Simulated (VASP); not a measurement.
# BeTe: relaxation of the cell, by functional

BeTe, F-43m (no. 216), 2 atoms in the cell.

| Functional | Volume (A^3) | Pressure left (GPa) | Ionic steps | SCF steps in all | Time (s) |
|---|---|---|---|---|---|
| MVS | 44.622 | 0.04 | 3 | 78 | 156 |
| Slater-Wigner | 44.699 | 0.00 | 3 | 26 | 15 |
| HCTH407 | 46.985 | 0.02 | 3 | 31 | 18 |
| SG4 | 43.753 | 0.00 | 3 | 28 | 20 |
| rregTM | 45.223 | 0.02 | 3 | 52 | 115 |

## Input of the first row

INCAR:
```
SYSTEM = BeTe
PREC = Accurate
ENCUT = 600
EDIFF = 1E-7
ISMEAR = 0
SIGMA = 0.02
LREAL = .False.
LASPH = .True.
ALGO = Normal
NELM = 100
ISIF = 3
LWAVE = .False.
LCHARG = .False.
IBRION = 2
NSW = 40
EDIFFG = -0.01
GGA_COMPAT = .False.
METAGGA = LIBXC
LMIXTAU = .True.
LIBXC1 = MGGA_X_MVS
LIBXC2 = GGA_C_REGTPSS
```

KPOINTS:
```
k-points
0
Gamma
  7 7 7
```

POSCAR:
```
BeTe
1.0
    0.0000000000      2.7700000000      2.7700000000
    2.7700000000      0.0000000000      2.7700000000
    2.7700000000      2.7700000000      0.0000000000
Te Be
1 1
Direct
    0.7500000000      0.7500000000      0.7500000000
    0.0000000000      0.0000000000      0.0000000000
```

Commands:
```
cat potpaw_PBE.64/Te/POTCAR potpaw_PBE.64/Be/POTCAR > POTCAR
mpirun -np 1 vasp_std > vasp.out
```

Changes of the last row against the first:
```
- LIBXC1 = MGGA_X_MVS
- LIBXC2 = GGA_C_REGTPSS
+ LIBXC1 = MGGA_X_REGTM
+ LIBXC2 = MGGA_C_RREGTM
```

VASP 6.6.1 took 156 s on 1 core (Intel Xeon Platinum 8488C (Sapphire Rapids)), a shared host.
